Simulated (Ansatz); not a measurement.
Clamped-ion strain scan in TiO₂

Level of theory: Ansatz 0.2.0, DFT r2SCAN, scalar-relativistic, plane waves, PAW. Cutoff 500 eV, Γ-centred 6×6×10 k-points, Gaussian smearing of 0.05 eV. No spin polarisation. Energies are free energies at this smearing, counted from the undisturbed cell; pressure is positive in compression.

Reference structure (relaxed at this level):

```
Ti O
1.0
     4.59675    0.00000    0.00000
     0.00000    4.59675    0.00000
     0.00000    0.00000    2.95367
Ti O
2 4
Direct
  0.00000 0.00000 0.00000
  0.50000 0.50000 0.50000
  0.30461 0.30461 0.00000
  0.19539 0.80461 0.50000
  0.69539 0.69539 0.00000
  0.80461 0.19539 0.50000
```

The cell is strained by ε times the Voigt pattern (0, 0, 0, 1, 0, 0) (xx, yy, zz, yz, xz, xy; engineering shear) with fractional coordinates fixed.

```
      ε  ΔE (meV/atom) stress summed along the pattern (GPa, tension positive) pressure (GPa) gap on the mesh (eV)
-0.1000           49.4                                                        ?               ?                  2.18
-0.0500           12.3                                                    -7.56             0.6                  2.21
 0.0000            0.0                                                     0.00             0.0                  2.22
 0.0250            3.1                                                     3.78               ?                     ?
 0.0625           19.2                                                     9.46             0.9                  2.20
 0.0750           27.7                                                    11.37             1.3                  2.19
 0.0875           37.8                                                    13.28             1.8                  2.18
```

By symmetry 0.1000 repeats -0.1000, -0.0750 repeats 0.0750, 0.0500 repeats -0.0500, -0.0250 repeats 0.0250 in energy; the slope of the energy along the path changes sign there.

**Question.** Give the withheld values.

**Answer.** stress summed along the pattern (GPa, tension positive) at ε = -0.1000: -15.20; pressure (GPa) at ε = -0.1000: 2.4; pressure (GPa) at ε = 0.0250: 0.1; gap on the mesh (eV) at ε = 0.0250: 2.22.

Cost: 7 runs of about 6.6 core-minutes in all, on Intel Xeon Processor @ 2.50GHz (Skylake/Cascade Lake) (shared hosts).